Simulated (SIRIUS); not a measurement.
## Ni in SIRIUS: the effect of dispersion

Ni:

```
CELL_PARAMETERS angstrom
0.00000 1.73757 1.73757
1.73757 0.00000 1.73757
1.73757 1.73757 0.00000
ATOMIC_POSITIONS crystal
Ni 0.00000 0.00000 0.00000
```

Alike in all runs:

```yaml
Program: SIRIUS 7.12.0
Task: equation of state
Functional: PBE
Potentials_or_basis: all-electron FP-LAPW
Cutoff: 210 eV
Basis: apw+lo standard
k_mesh: 13 × 13 × 13
Occupations: fermi-dirac, width 0.05 eV
Spin: collinear spin, ferromagnetic start
Starting_moments: "[1.0] μB"
```

Problem. One run gave: V0 of scaled cells 10.87 Å³/atom; B0 192 GPa. Which dispersion did it use?
A. none
B. D3
C. D4
D. D3(BJ)

Solution. A.

```csv
dispersion,V0 of scaled cells (Å³/atom),B0 (GPa)
none,10.87,192
D3,10.49,217
D3(BJ),10.50,220
D4,10.54,219
```

Not every run made on this cell is shown here.
